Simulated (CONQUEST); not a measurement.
Runs of CONQUEST 1.3 on SiC (Moissanite). All rows change the cell; the cell of one of them follows. The typed cell holds 8 atoms: a = 3.076 Å, b = 5.048 Å, c = 5.328 Å, α = 90.00°, β = 90.00°, γ = 90.00°. 

```tsv
task	level	potentials or basis	cell	k mesh	smearing	gap on the mesh (eV)	pressure (GPa)	largest force (eV/Å)
single point	PBE	PseudoDojo NC PBE, DZP, grid cutoff 60 Ha	atoms moved at random, drawn with an rms of 0.05 Å	6 × 4 × 4	fermi-dirac 0.05 eV	2.15	6.4	1.57
single point	PBE	PseudoDojo NC PBE, DZP, grid cutoff 80 Ha	atoms moved at random, drawn with an rms of 0.05 Å	6 × 4 × 4	fermi-dirac 0.05 eV	2.15	6.5	1.58
single point	WC	PseudoDojo NC PBEsol, SZP, grid cutoff 120 Ha	atoms moved at random, drawn with an rms of 0.02 Å	7 × 5 × 4	methfessel-paxton of order 1 0.2 eV	2.43	10.5	1.16
density of states	revPBE	PseudoDojo NC PBE, SZ, grid cutoff 120 Ha	atoms moved at random, drawn with an rms of 0.02 Å	6 × 4 × 4	fermi-dirac 0.027 eV	5.07	-	-
single point	PBE	PseudoDojo NC PBE, DZP, grid cutoff 200 Ha	atoms moved at random, drawn with an rms of 0.05 Å	6 × 4 × 4	fermi-dirac 0.05 eV	2.15	6.4	1.58
single point	PBE	PseudoDojo NC PBE, SZ, grid cutoff 100 Ha	volume scaled by 0.92	6 × 4 × 4	fermi-dirac 0.027 eV	(a)	54.2	1.51
single point	PBE	PseudoDojo NC PBE, DZP, grid cutoff 150 Ha	atoms moved at random, drawn with an rms of 0.05 Å	6 × 4 × 4	fermi-dirac 0.05 eV	2.15	6.4	1.58
single point	PBE	PseudoDojo NC PBE, DZP, grid cutoff 300 Ha	atoms moved at random, drawn with an rms of 0.05 Å	6 × 4 × 4	fermi-dirac 0.05 eV	2.15	6.4	1.58
single point	PBE	PseudoDojo NC PBE, DZP, grid cutoff 100 Ha	atoms moved at random, drawn with an rms of 0.05 Å	6 × 4 × 4	fermi-dirac 0.05 eV	2.15	6.3	1.57
```

Alike in all rows: no spin polarisation.

**Question.** Estimate the missing entries.

**Answer.** (a) 5.56.

Caveats: the basis of atomic orbitals isn't converged, which shifts pressures, moduli and gaps; the atomic basis is small (some runs); the potentials were made for another functional, which shifts forces and pressure (some runs); the box holds several primitive cells, so bands are folded and the points are those of the box's own zone (some runs); an odd mesh through Γ misses points on the zone boundary, where band edges often lie (some runs).
